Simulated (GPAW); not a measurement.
The system is InGaAs2.

```
In As Ga
1.0
     4.22500    0.00000    0.00000
     0.00000    4.22500    0.00000
     0.00000    0.00000    5.96215
In As Ga
1 2 1
Direct
  0.00000 0.00000 0.50000
  0.00000 0.50000 0.23153
  0.50000 0.00000 0.76848
  0.50000 0.50000 0.00000
```

The cell comes from a database or a generator and needn't be the stable form of this composition.

| Property | Result |
| --- | --- |
| Program | GPAW 26.7.0 |
| Task | relaxation of cell and atoms |
| Functional | PBEsol |
| Dispersion | D4 |
| Potentials or basis | PAW data sets generated in the run's folder for this functional |
| Cutoff | 600 eV |
| Basis | pw |
| k mesh | 6 × 6 × 4 |
| Occupations | fermi-dirac, width 0.05 eV |
| Spin | no spin polarisation |

At the start: pressure -3.6 GPa; volume 26.61 Å³/atom.

Q: How do energy, volume and symmetry change on relaxing?

A: Over 6 steps the energy falls by 19.3 meV/atom and the volume is 24.97 Å³/atom (-6.1 %); space group P-4m2 (No. 115, to 0.05 Å).

The path:
```csv
step,energy change (eV),largest force (eV/Å),pressure (GPa),volume (Å³)
1,0.0000,0.0469,-3.61,106.43
2,-0.0147,0.0362,-3.29,105.75
3,-0.0764,0.0692,0.31,99.44
4,-0.0771,0.0496,-0.03,99.95
5,-0.0771,0.0403,-0.03,99.96
6,-0.0773,0.0044,0.00,99.89
```

Final structure:
```xyz
4
Lattice="4.1337 0.0000 0.0000 0.0000 4.1337 0.0000 0.0000 0.0000 5.8458" Properties=species:S:1:pos:R:3 pbc="T T T"
In    0.0000    0.0000    2.9229
As    0.0000    2.0668    1.3537
As    2.0668    0.0000    4.4921
Ga    2.0668    2.0668    0.0000
```

Caveat: later steps reuse the first step's grids; pairwise dispersion overbinds metals, which lowers pressure and volume.
